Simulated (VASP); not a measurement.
The system is Pr.

```
Pr
1.0
    -2.09737    2.09737    2.09737
     2.09737   -2.09737    2.09737
     2.09737    2.09737   -2.09737
Pr
1
Direct
  0.00000 0.00000 0.00000
```

This isn't the form of Pr at room conditions, which is double hcp.

| Property | Result |
| --- | --- |
| Program | VASP 6.6.1 |
| Task | relaxation of cell and atoms |
| Functional | PBEsol |
| Potentials or basis | VASP PAW PBE potentials, release 64 (Pr) |
| Cutoff | 600 eV |
| k mesh | 9 × 9 × 9 |
| Occupations | fermi-dirac, width 0.05 eV |
| Spin | collinear spin, typed start |
| Starting moments | [-1.19] μB |
| Hubbard terms | Pr f U = 8.0 eV |

At the start: pressure -3.1 GPa; volume 36.91 Å³/atom.

Q: Where does the relaxation end?

A: Over 23 steps the energy falls by 2676.3 meV/atom and the volume is 44.39 Å³/atom (+20.3 %); space group Im-3m (No. 229, to 0.05 Å); moment 3.15 μB per cell.

The path:
```
step  energy change (eV)  largest force (eV/Å)  pressure (GPa)  volume (Å³)
   1              0.0000                0.0000           -3.10        36.91
   2             -2.5294                0.0000            5.38        33.22
   3             -2.5897                0.0000            3.54        35.44
   4             -2.6058                0.0000            2.99        36.20
   5             -2.6124                0.0000            2.95        36.54
   6             -2.6157                0.0000            2.85        36.72
   7             -2.6173                0.0000            2.79        36.81
   8             -2.6181                0.0000            2.78        36.86
   9             -2.6185                0.0000            2.72        36.88
  10             -2.6187                0.0000            2.72        36.89
  11             -2.6188                0.0000            2.75        36.90
  12             -2.6189                0.0000            2.75        36.90
  13             -2.6189                0.0000            2.76        36.90
  14             -2.6189                0.0000            2.78        36.90
  15             -2.6189                0.0000            2.76        36.90
  16             -2.6189                0.0000            2.77        36.90
  17             -2.6189                0.0000            2.76        36.91
  18             -2.6189                0.0000            2.76        36.91
  19             -2.6189                0.0000            2.76        36.91
  20             -2.6554                0.0000            1.43        39.69
  21             -2.6752                0.0000            0.32        43.38
  22             -2.6762                0.0000           -0.07        44.62
  23             -2.6763                0.0000            0.01        44.39
```

Final structure:
```
Pr
1.0
    -2.23049    2.23049    2.23049
     2.23049   -2.23049    2.23049
     2.23049    2.23049   -2.23049
Pr
1
Direct
  0.00000 0.00000 0.00000
```

Caveat: the magnetic or orbital state may not be the lowest; the electronic state changed during the relaxation; the volume moved by over 15 % at a fixed basis, so the end points are rough; the PAW data sets were made with another functional, which shifts forces and pressure a little.
